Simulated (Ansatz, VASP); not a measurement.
## TiB2: VASP beside Ansatz

The input INCAR:

```
SYSTEM = TiB2
PREC     = Accurate       ! precision mode
ENCUT    = 520            ! plane-wave cutoff, eV
EDIFF    = 1E-7           ! SCF threshold, eV
ISMEAR   = -1             ! smearing method
SIGMA    = 0.05           ! smearing width, eV
LREAL    = .FALSE.        ! projectors in reciprocal space
LASPH    = .TRUE.         ! aspherical terms in the spheres
NELM     = 60             ! most SCF steps
ALGO     = Normal         ! electronic algorithm
ISIF     = 2              ! what is computed and relaxed
LWAVE    = .FALSE.        ! write WAVECAR
LCHARG   = .FALSE.        ! write CHGCAR
GGA      = PE             ! functional
NBANDS   = 16             ! bands
```

File KPOINTS:

```
regular mesh
0
G
  10 10 8
  0 0 0
```

File POSCAR:

```
TiB2
1.0
    2.9673622405      0.0000000000      0.0000000000
   -1.4836811203      2.5698110825      0.0000000000
    0.0000000000      0.0000000000      3.1624957934
Ti B
1 2
Direct
    0.0000000000      0.0000000000      0.0000000000
    0.6666666667      0.3333333333      0.5000000000
    0.3333333333      0.6666666667      0.5000000000
```

File input.yaml:

```yaml
crystal:
  lattice:
    - [2.9673622405, 0.0, 0.0]
    - [-1.4836811203, 2.5698110825, 0.0]
    - [0.0, 0.0, 3.1624957934]
  atoms:
    - { symbol: Ti, position: [0.0, 0.0, 0.0] }
    - { symbol: B, position: [0.6666666667, 0.3333333333, 0.5] }
    - { symbol: B, position: [0.3333333333, 0.6666666667, 0.5] }
hamiltonian:
  xc: pbe
  pseudopotentials: { kind: paw }
kpoints:
  mp_grid: { grid: [10, 10, 8] }
scf:
  occupations: { method: fermi_dirac, width: 0.05 }
output:
  forces: true
  stress: true
  eigenvalues: true
  write_density: true
  write_potential: true
  elf: true
  volumetric_format: npy
```

Change from the starting cell: volume scaled by 0.94.

Alike in both runs: task single point; functional PBE; k mesh 10 × 10 × 8; occupations fermi-dirac, width 0.05 eV; no spin polarisation.

|  | VASP | Ansatz |
| --- | --- | --- |
| version | VASP 6.6.1 | Ansatz 0.2.0 |
| potentials or method | VASP PAW PBE potentials, release 64 (Ti_sv, B) | Ansatz PAW |
| plane-wave cutoff (eV) | 520 | 420 |
| valence electrons in the cell | 18 | 18 |

```csv
,VASP,Ansatz,Ansatz less VASP
gap on the k mesh at the Fermi level (eV),none,none,-
pressure (GPa),18.4,18.2,-0.20
largest component of the traceless stress (GPa),2.71,2.70,-0.003
```

A gap of «none» marks a metal or a gap that the smearing closes.
